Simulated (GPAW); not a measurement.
Runs of GPAW 26.7.0 on CdTe. Symmetry: F-43m, No. 216, cubic system. Conventional cell: a = 6.410 Å, b = 6.410 Å, c = 6.410 Å, α = 90.00°, β = 90.00°, γ = 90.00°. Te (site symmetry -43m) is surrounded by 4 Cd at 2.78 Å. Around Cd (site symmetry -43m) lie 4 Te at 2.78 Å. 

| task | level | potentials or basis | spin | band path | band points | spin axis theta (degrees) | spin axis phi (degrees) | gap on the mesh (eV) | pressure (GPa) | V0 of scaled cells (Å³/atom) | B0 (GPa) |
| --- | --- | --- | --- | --- | --- | --- | --- | --- | --- | --- | --- |
| equation of state | PBEsol+D4 | PAW data sets generated in the run's folder for this functional, pw | off | - | - | - | - | - | - | (a) | 45 |
| equation of state | vdW-DF-cx | GPAW PAW data sets (gpaw-data 1.2.1), pw | off | - | - | - | - | - | - | 34.66 | 40 |
| band structure | TASK | GPAW PAW data sets (gpaw-data 1.2.1), pw | SOC, no magnetisation | GXWKGLUWLK,UX | 60 | 0 | 0 | 1.82 | (b) | - | - |
| equation of state | WC | PAW data sets generated in the run's folder for this functional, pw | off | - | - | - | - | - | - | 33.90 | 42 |
| band structure | revPBE | the program's PAW data sets (release 1.2.1) made for this functional, pw | SOC, no magnetisation | GXWKGLUWLK,UX | 60 | 90 | 45 | 0.67 | 5.1 | - | - |

Alike in all rows: cell as given; k mesh 6 × 6 × 6; cutoff (eV) 600; smearing fermi-dirac 0.05 eV.

Problem. Fill in the values left out.

Solution. (a) 33.11; (b) 7.3.

Caveats: the PAW data sets were made with another functional, which shifts forces and pressure a little (some runs); spin-orbit coupling was added after a scalar SCF, so levels and gaps hold it while energy, forces, pressure and moments don't (some runs); this program's spin-orbit splittings come out too wide for heavy elements (some runs).

A k mesh can miss the band edges, and rows without SOC leave out spin-orbit coupling on Cd, Te.

Runs at the PBE level aren't shown here.
